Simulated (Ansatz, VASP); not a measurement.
**NaF (Villiaumite) in VASP and in Ansatz**

INCAR

```
ALGO = Normal
EDIFF = 1E-7
ENCUT = 520
GGA = CA
ISIF = 2
ISMEAR = -1
LASPH = T
LCHARG = F
LREAL = F
LWAVE = F
NBANDS = 14
NELM = 60
PREC = Accurate
SIGMA = 0.05
```

Contents of KPOINTS:

```
k-points
0
Gamma
  10 10 10
```

Contents of POSCAR:

```
NaF
1.0
    0.0000000000      2.3200000000      2.3200000000
    2.3200000000      0.0000000000      2.3200000000
    2.3200000000      2.3200000000      0.0000000000
Na F
1 1
Direct
    0.0000000000      0.0000000000      0.0000000000
    0.5000000000      0.5000000000      0.5000000000
```

The input input.yaml:

```yaml
crystal:
  lattice:
    - [0.0, 2.32, 2.32]
    - [2.32, 0.0, 2.32]
    - [2.32, 2.32, 0.0]
  atoms:
    - { symbol: Na, position: [0.0, 0.0, 0.0] }
    - { symbol: F, position: [0.5, 0.5, 0.5] }
kpoints:
  mp_grid: { grid: [10, 10, 10] }
scf:
  occupations: { method: fermi_dirac, width: 0.05 }
hamiltonian:
  xc: lda
  pseudopotentials: { kind: all_electron, lapw: { basis_error: 0.001 } }
output:
  forces: true
  stress: true
  eigenvalues: true
```

Alike in both runs: task single point; functional LDA; k mesh 10 × 10 × 10; occupations fermi-dirac, width 0.05 eV; no spin polarisation.

|  | VASP | Ansatz |
| --- | --- | --- |
| version | VASP 6.6.1 | Ansatz 0.2.0 |
| potentials or method | VASP PAW LDA potentials, release 64 (Na_pv, F) | all-electron LAPW, scalar-relativistic |
| plane-wave cutoff (eV) | 520 | see its input |

```csv
,VASP,Ansatz,Ansatz less VASP
gap on the k mesh at the Fermi level (eV),5.94,5.94,+0.009
least direct gap on the mesh (eV),5.94,5.94,+0.009
pressure (GPa),-4.5,-4.4,+0.10
```

Ansatz ran all-electron here, so the differences hold the error of VASP's frozen core and of both bases.

A k mesh can miss the band edges.
